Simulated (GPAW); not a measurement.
# Bi (Im-3m) in GPAW: convergence with smearing width (eV)

Aim: find how far smearing width (eV) must go before the results for Bi settle, at TPSS+D3(BJ). This setting moves, with any that are tied to it; all else stays.

Program: GPAW 26.7.0. These are calculated values, not measurements. Logs are shortened: lines on timing, memory, paths and dates and some standing lists are left out, and cuts for length are marked. The log counts tension as positive stress, the text compression.

### Step 1. The structure

Symmetry: Im-3m, No. 229, cubic system. The conventional cell has a = 3.963 Å, b = 3.963 Å, c = 3.963 Å, α = 90.00°, β = 90.00°, γ = 90.00°. Around Bi (site symmetry m-3m) lie 8 Bi at 3.43 Å.

This isn't the form of Bi at room conditions, which is rhombohedral.

### Step 2. With smearing width (eV) 0.4

Contents of run.py:

```python
import json
import numpy as np
import spglib
from ase import Atoms
from ase.calculators.mixing import SumCalculator
from ase.constraints import FixSymmetry
from ase.filters import FrechetCellFilter
from ase.io import read, write
from ase.optimize import BFGS
from ase.stress import full_3x3_to_voigt_6_stress, voigt_6_to_full_3x3_strain, voigt_6_to_full_3x3_stress
from ase.units import GPa
from dftd3.ase import DFTD3
from gpaw import GPAW, PW

atoms = read('Bi.cif')
cell, positions, numbers = spglib.find_primitive(
    (atoms.cell[:], atoms.get_scaled_positions(), atoms.numbers), symprec=1e-4)
atoms = Atoms(numbers, cell=cell, scaled_positions=positions, pbc=True)

calc = GPAW(mode=PW(450),
            xc='MGGA_X_TPSS+MGGA_C_TPSS',
            kpts={'size': (7, 7, 7), 'gamma': True},
            occupations={'name': 'fermi-dirac', 'width': 0.4},
            nbands=15,
            convergence={'density': 1e-06, 'eigenstates': 1e-09},
            eigensolver='davidson',
            maxiter=150,
            symmetry={'tolerance': 0.001},
            txt='gpaw.txt')
atoms.calc = SumCalculator([calc, DFTD3(method='tpss', damping='d3bj')])
atoms.set_constraint(FixSymmetry(atoms))
BFGS(FrechetCellFilter(atoms), trajectory='relax.traj', logfile='-').run(fmax=0.005, steps=40)
atoms.set_constraint()
energy = atoms.get_potential_energy()
forces = atoms.get_forces()
stress = atoms.get_stress()
calc.write('gs.gpw')
write('result.traj', atoms)
print('Cell:', atoms.cell.cellpar().round(4))
print(atoms.get_scaled_positions().round(5))

gpts = tuple(int(n) for n in calc.get_number_of_grid_points())
cell = atoms.cell[:].T
dataset = spglib.get_symmetry((atoms.cell[:], atoms.get_scaled_positions(), atoms.numbers), symprec=1e-4)
rotations = [cell @ w @ np.linalg.inv(cell) for w in dataset['rotations']]
strains, clamped, relaxed = [], [], []
for v in [0, 3]:
    for e in (-0.005, 0.005):
        voigt = np.zeros(6)
        voigt[v] = e
        F = voigt_6_to_full_3x3_strain(voigt)
        a = atoms.copy()
        a.set_cell(atoms.cell[:] @ F, scale_atoms=True)
        c = GPAW(mode=PW(450),
                 xc='MGGA_X_TPSS+MGGA_C_TPSS',
                 kpts={'size': (7, 7, 7), 'gamma': True},
                 occupations={'name': 'fermi-dirac', 'width': 0.4},
                 nbands=15,
                 convergence={'density': 1e-06, 'eigenstates': 1e-09},
                 eigensolver='davidson',
                 maxiter=150,
                 symmetry={'tolerance': 0.001},
                 gpts=gpts,
                 txt=f'strain-{v}{e:+.3f}.txt')
        a.calc = SumCalculator([c, DFTD3(method='tpss', damping='d3bj')])
        s0 = s1 = a.get_stress() - stress
        print(v, e, 'clamped', (s0 / GPa).round(3), 'relaxed', (s1 / GPa).round(3), flush=True)
        for R in rotations:  # images under the point group
            eps = R @ (F - np.eye(3)) @ R.T
            strains.append(full_3x3_to_voigt_6_stress(eps) * [1, 1, 1, 2, 2, 2])
            for s, rows in ((s0, clamped), (s1, relaxed)):
                rows.append(full_3x3_to_voigt_6_stress(R @ voigt_6_to_full_3x3_stress(s) @ R.T))

C0, C = (np.linalg.lstsq(np.array(strains), np.array(s), rcond=None)[0].T / GPa for s in (clamped, relaxed))
print('Clamped-ion Cij (GPa):')
print(C0.round(1))
print('Relaxed-ion Cij (GPa):')
print(C.round(1))
json.dump({'clamped': C0.tolist(), 'relaxed': C.tolist()}, open('elastic.json', 'w'))
```

Contents of Bi.cif:

```cif
data_Bi
_cell_length_a 3.96286106
_cell_length_b 3.96286106
_cell_length_c 3.96286106
_cell_angle_alpha 90.00000000
_cell_angle_beta 90.00000000
_cell_angle_gamma 90.00000000
_space_group_name_H-M_alt 'Im-3m'
_space_group_name_Hall '-I 4 2 3'
_space_group_IT_number 229
loop_
_space_group_symop_operation_xyz
'x,y,z'
'-x,-y,-z'
'-y,x,z'
'y,-x,-z'
'-x,-y,z'
'x,y,-z'
'y,-x,z'
'-y,x,-z'
'x,-y,-z'
'-x,y,z'
'-y,-x,-z'
'y,x,z'
'-x,y,-z'
'x,-y,z'
'y,x,-z'
'-y,-x,z'
'z,x,y'
'-z,-x,-y'
'z,-y,x'
'-z,y,-x'
'z,-x,-y'
'-z,x,y'
'z,y,-x'
'-z,-y,x'
'-z,x,-y'
'z,-x,y'
'-z,-y,-x'
'z,y,x'
'-z,-x,y'
'z,x,-y'
'-z,y,x'
'z,-y,-x'
'y,z,x'
'-y,-z,-x'
'x,z,-y'
'-x,-z,y'
'-y,z,-x'
'y,-z,x'
'-x,z,y'
'x,-z,-y'
'-y,-z,x'
'y,z,-x'
'-x,-z,-y'
'x,z,y'
'y,-z,-x'
'-y,z,x'
'x,-z,y'
'-x,z,-y'
'x+1/2,y+1/2,z+1/2'
'-x+1/2,-y+1/2,-z+1/2'
'-y+1/2,x+1/2,z+1/2'
'y+1/2,-x+1/2,-z+1/2'
'-x+1/2,-y+1/2,z+1/2'
'x+1/2,y+1/2,-z+1/2'
'y+1/2,-x+1/2,z+1/2'
'-y+1/2,x+1/2,-z+1/2'
'x+1/2,-y+1/2,-z+1/2'
'-x+1/2,y+1/2,z+1/2'
'-y+1/2,-x+1/2,-z+1/2'
'y+1/2,x+1/2,z+1/2'
'-x+1/2,y+1/2,-z+1/2'
'x+1/2,-y+1/2,z+1/2'
'y+1/2,x+1/2,-z+1/2'
'-y+1/2,-x+1/2,z+1/2'
'z+1/2,x+1/2,y+1/2'
'-z+1/2,-x+1/2,-y+1/2'
'z+1/2,-y+1/2,x+1/2'
'-z+1/2,y+1/2,-x+1/2'
'z+1/2,-x+1/2,-y+1/2'
'-z+1/2,x+1/2,y+1/2'
'z+1/2,y+1/2,-x+1/2'
'-z+1/2,-y+1/2,x+1/2'
'-z+1/2,x+1/2,-y+1/2'
'z+1/2,-x+1/2,y+1/2'
'-z+1/2,-y+1/2,-x+1/2'
'z+1/2,y+1/2,x+1/2'
'-z+1/2,-x+1/2,y+1/2'
'z+1/2,x+1/2,-y+1/2'
'-z+1/2,y+1/2,x+1/2'
'z+1/2,-y+1/2,-x+1/2'
'y+1/2,z+1/2,x+1/2'
'-y+1/2,-z+1/2,-x+1/2'
'x+1/2,z+1/2,-y+1/2'
'-x+1/2,-z+1/2,y+1/2'
'-y+1/2,z+1/2,-x+1/2'
'y+1/2,-z+1/2,x+1/2'
'-x+1/2,z+1/2,y+1/2'
'x+1/2,-z+1/2,-y+1/2'
'-y+1/2,-z+1/2,x+1/2'
'y+1/2,z+1/2,-x+1/2'
'-x+1/2,-z+1/2,-y+1/2'
'x+1/2,z+1/2,y+1/2'
'y+1/2,-z+1/2,-x+1/2'
'-y+1/2,z+1/2,x+1/2'
'x+1/2,-z+1/2,y+1/2'
'-x+1/2,z+1/2,-y+1/2'
loop_
_atom_site_label
_atom_site_type_symbol
_atom_site_symmetry_multiplicity
_atom_site_Wyckoff_symbol
_atom_site_fract_x
_atom_site_fract_y
_atom_site_fract_z
_atom_site_occupancy
Bi1 Bi 2 a 0.0000000000 0.0000000000 0.0000000000 1
```

Potentials or basis: GPAW PAW data sets (gpaw-data 1.2.1), pw.

On the command line:

```
$ OMP_NUM_THREADS=1 python run.py
```

It took 4.6 min on 1 thread of Arm Neoverse V2, shared host; peak memory 0.74 GiB.

Results:

| Property | Result |
| --- | --- |
| Free energy | 9.8323 eV |
| Relaxed volume | 29.16 Å³/atom |
| Relaxed cell | a = 3.358 Å, b = 3.358 Å, c = 3.358 Å, α = 109.47°, β = 109.47°, γ = 109.47° |
| Space group after relaxing (to 0.05 Å) | Im-3m (No. 229) |
| Pressure after relaxing | 0.0 GPa |
| Band gap on the k mesh | none (metal or under the smearing width) |
| Elastic constants C11, C12, C44 | 70, 60, 23 GPa |
| Voigt bulk modulus | 63 GPa |
| Bulk modulus (Hill) | 63 GPa |
| Shear modulus (Hill) | 13 GPa |
| Young's modulus | 36 GPa |
| Poisson's ratio (from the elastic constants) | 0.41 |
| Dispersion energy per atom | -0.802 eV |

### Step 3. With smearing width (eV) 0.25

Changes to run.py since step 2:

```diff
@@ -22,3 +22,3 @@
             kpts={'size': (7, 7, 7), 'gamma': True},
-            occupations={'name': 'fermi-dirac', 'width': 0.4},
+            occupations={'name': 'fermi-dirac', 'width': 0.25},
             nbands=15,
@@ -56,3 +56,3 @@
                  kpts={'size': (7, 7, 7), 'gamma': True},
-                 occupations={'name': 'fermi-dirac', 'width': 0.4},
+                 occupations={'name': 'fermi-dirac', 'width': 0.25},
                  nbands=15,
```

Bi.cif is that of step 2.

Potentials or basis: GPAW PAW data sets (gpaw-data 1.2.1), pw.

On the command line:

```
$ OMP_NUM_THREADS=1 python run.py
```

Run time: 4.4 min. Hardware: 1 thread of Arm Neoverse V2, shared host; peak memory 0.74 GiB.

It converged, with:

- Free energy: 9.9477 eV
- Relaxed volume: 29.02 Å³/atom
- Relaxed cell: a = 3.353 Å, b = 3.353 Å, c = 3.353 Å, α = 109.47°, β = 109.47°, γ = 109.47°
- Space group after relaxing (to 0.05 Å): Im-3m (No. 229)
- Pressure after relaxing: 0.0 GPa
- Band gap on the k mesh: none (metal or under the smearing width)
- Elastic constants C11, C12, C44: 71, 61, 17 GPa
- Voigt bulk modulus: 64 GPa
- Bulk modulus (Hill): 65 GPa
- Shear modulus (Hill): 11 GPa
- Young's modulus: 30 GPa
- Poisson's ratio (from the elastic constants): 0.42
- Dispersion energy per atom: -0.806 eV

### Step 4. With smearing width (eV) 0.15

Changes to run.py since step 3:

```diff
@@ -22,3 +22,3 @@
             kpts={'size': (7, 7, 7), 'gamma': True},
-            occupations={'name': 'fermi-dirac', 'width': 0.25},
+            occupations={'name': 'fermi-dirac', 'width': 0.15},
             nbands=15,
@@ -56,3 +56,3 @@
                  kpts={'size': (7, 7, 7), 'gamma': True},
-                 occupations={'name': 'fermi-dirac', 'width': 0.25},
+                 occupations={'name': 'fermi-dirac', 'width': 0.15},
                  nbands=15,
```

Bi.cif is that of step 3.

On the command line:

```
$ OMP_NUM_THREADS=1 python run.py
```

Run time: 4.4 min. Hardware: 1 thread of Arm Neoverse V2, shared host; peak memory 0.86 GiB.

Results (log left out):

```
Free energy                                  : 10.0008 eV
Relaxed volume                               : 29.05 Å³/atom
Relaxed cell                                 : a = 3.354 Å, b = 3.354 Å, c = 3.354 Å, α = 109.47°, β = 109.47°, γ = 109.47°
Space group after relaxing (to 0.05 Å)       : Im-3m (No. 229)
Pressure after relaxing                      : 0.0 GPa
Band gap on the k mesh                       : none (metal or under the smearing width)
Elastic constants C11, C12, C44              : 68, 63, 13 GPa
Voigt bulk modulus                           : 65 GPa
Bulk modulus (Hill)                          : 65 GPa
Shear modulus (Hill)                         : 7 GPa
Young's modulus                              : 19 GPa
Poisson's ratio (from the elastic constants) : 0.45
Dispersion energy per atom                   : -0.805 eV
```

### Step 5. With smearing width (eV) 0.1

Changes to run.py since step 4:

```diff
@@ -22,3 +22,3 @@
             kpts={'size': (7, 7, 7), 'gamma': True},
-            occupations={'name': 'fermi-dirac', 'width': 0.15},
+            occupations={'name': 'fermi-dirac', 'width': 0.1},
             nbands=15,
@@ -56,3 +56,3 @@
                  kpts={'size': (7, 7, 7), 'gamma': True},
-                 occupations={'name': 'fermi-dirac', 'width': 0.15},
+                 occupations={'name': 'fermi-dirac', 'width': 0.1},
                  nbands=15,
```

Bi.cif is that of step 4.

On the command line:

```
$ OMP_NUM_THREADS=1 python run.py
```

Run time: 4.6 min. Hardware: 1 thread of Arm Neoverse V2, shared host; peak memory 0.74 GiB.

It converged, with:

```
Free energy                                  : 10.0190 eV
Relaxed volume                               : 29.10 Å³/atom
Relaxed cell                                 : a = 3.356 Å, b = 3.356 Å, c = 3.356 Å, α = 109.47°, β = 109.47°, γ = 109.47°
Space group after relaxing (to 0.05 Å)       : Im-3m (No. 229)
Pressure after relaxing                      : 0.0 GPa
Band gap on the k mesh                       : none (metal or under the smearing width)
Elastic constants C11, C12, C44              : 68, 64, 13 GPa
Voigt bulk modulus                           : 65 GPa
Bulk modulus (Hill)                          : 65 GPa
Shear modulus (Hill)                         : 6 GPa
Young's modulus                              : 18 GPa
Poisson's ratio (from the elastic constants) : 0.45
Dispersion energy per atom                   : -0.804 eV
```

### Step 6. With smearing width (eV) 0.05

Changes to run.py since step 5:

```diff
@@ -22,3 +22,3 @@
             kpts={'size': (7, 7, 7), 'gamma': True},
-            occupations={'name': 'fermi-dirac', 'width': 0.1},
+            occupations={'name': 'fermi-dirac', 'width': 0.05},
             nbands=15,
@@ -56,3 +56,3 @@
                  kpts={'size': (7, 7, 7), 'gamma': True},
-                 occupations={'name': 'fermi-dirac', 'width': 0.1},
+                 occupations={'name': 'fermi-dirac', 'width': 0.05},
                  nbands=15,
```

Bi.cif is that of step 5.

Potentials or basis: GPAW PAW data sets (gpaw-data 1.2.1), pw.

On the command line:

```
$ OMP_NUM_THREADS=1 python run.py
```

Run time: 4.6 min. Hardware: 1 thread of Arm Neoverse V2, shared host; peak memory 0.74 GiB.

Results (log left out):

- Free energy: 10.0304 eV
- Relaxed volume: 29.14 Å³/atom
- Relaxed cell: a = 3.358 Å, b = 3.358 Å, c = 3.358 Å, α = 109.47°, β = 109.47°, γ = 109.47°
- Space group after relaxing (to 0.05 Å): Im-3m (No. 229)
- Pressure after relaxing: 0.0 GPa
- Band gap on the k mesh: none (metal or under the smearing width)
- Elastic constants C11, C12, C44: 78, 61, 18 GPa
- Voigt bulk modulus: 66 GPa
- Bulk modulus (Hill): 66 GPa
- Shear modulus (Hill): 13 GPa
- Young's modulus: 38 GPa
- Poisson's ratio (from the elastic constants): 0.41
- Dispersion energy per atom: -0.803 eV

[end of part 1 of 2]
